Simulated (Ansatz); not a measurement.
Here is an Ansatz 0.2.0 calculation.

Contents of input.yaml:

```yaml
crystal:
  lattice:
    - [2.4705617809, 0.0, 0.0]
    - [-1.2352808905, 2.1395692639, 0.0]
    - [0.0, 0.0, 8.0882338]
  atoms:
    - { symbol: Co, position: [0.6666666667, 0.3333333333, 0.75], spin: 2.0 }
    - { symbol: Co, position: [0.0, 0.0, 0.5], spin: 2.0 }
    - { symbol: Co, position: [0.3333333333, 0.6666666667, 0.25], spin: 2.0 }
    - { symbol: Co, position: [0.0, 0.0, 0.0], spin: 2.0 }
hamiltonian:
  xc: pbesol
  pseudopotentials: { kind: paw }
  dispersion: d3bj
magnetization:
  spin_polarized: true
kpoints:
  mp_grid: { grid: [12, 12, 4] }
scf:
  occupations: { method: fermi_dirac, width: 0.05 }
output:
  forces: true
  stress: true
relax:
  f_tol: 0.01
  max_steps: 40
  cell: { stress_tol: 0.05 }
```

Potentials or basis: Ansatz PAW.

The run is started by

```console
$ ansatz run input.yaml --threads 2 --pin off --max-ram 5120MiB --backend cpu --events-out ev --progress --plain --runs-dir out
```

Problem. Estimate the space group after relaxing (to 0.05 Å).

Solution. P6_3/mmc (No. 194).

Problem. Predict the absolute moment.

Solution. 6.81 μB per cell.

Problem. Predict the site moments.

Solution. Co +1.65, +1.63 μB.

Problem. Estimate the relaxed volume.

Solution. 10.14 Å³/atom.

Final structure:
```
Co
1.0
     2.43704    0.00000    0.00000
    -1.21852    2.11053    0.00000
     0.00000    0.00000    7.88833
Co
4
Cartesian
  1.2185 0.7035 5.9162
  0.0000 0.0000 3.9442
  0.0000 1.4070 1.9721
  0.0000 0.0000 0.0000
```

Caveat: the PAW data sets come from PBE, with cores solved anew for the run's functional, which leaves a small shift of forces and pressure.
